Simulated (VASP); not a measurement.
A run of VASP 6.6.1:

The input INCAR:

```
ALGO = Fast ; DIPOL = 0.5 0.5 0.290
EDIFF = 1E-7 ; ENCUT = 520
GGA = PE ; IDIPOL = 3
ISIF = 2 ; ISMEAR = 0
LASPH = True ; LCHARG = False
LDIPOL = True ; LREAL = False
LWAVE = False ; NBANDS = 21
NELM = 100 ; PREC = Accurate
SIGMA = 0.02
```

KPOINTS

```
k-points
0
Gamma
  6 6 1
```

Contents of POSCAR:

```
PbF2
1.0
    4.3578063074      0.0000000000      0.0000000000
    0.0000000000      4.3578063074      0.0000000000
    0.0000000000      0.0000000000     26.7698502400
Pb F
1 2
Direct
    0.5000000000      0.5000000000      0.3076230453
    0.0000000000      0.5000000000      0.2805864518
    0.5000000000      0.0000000000      0.2805864518
```

Potentials or basis: VASP PAW PBE potentials, release 64 (Pb_d, F).

Command:

```bash
$ cat potpaw_PBE.64/Pb_d/POTCAR potpaw_PBE.64/F/POTCAR > POTCAR
$ mpirun -np 1 vasp_std > vasp.out
```

Hardware: 1 thread of Intel(R) Xeon(R) Platinum 8559C (Emerald Rapids) (shared host).

Q: Estimate the wall time of this run.

A: It took 2.3 min on 1 thread of Intel(R) Xeon(R) Platinum 8559C (Emerald Rapids), on a shared host, peak memory 0.5 GiB. Counts: scf iterations 28, k points 10.
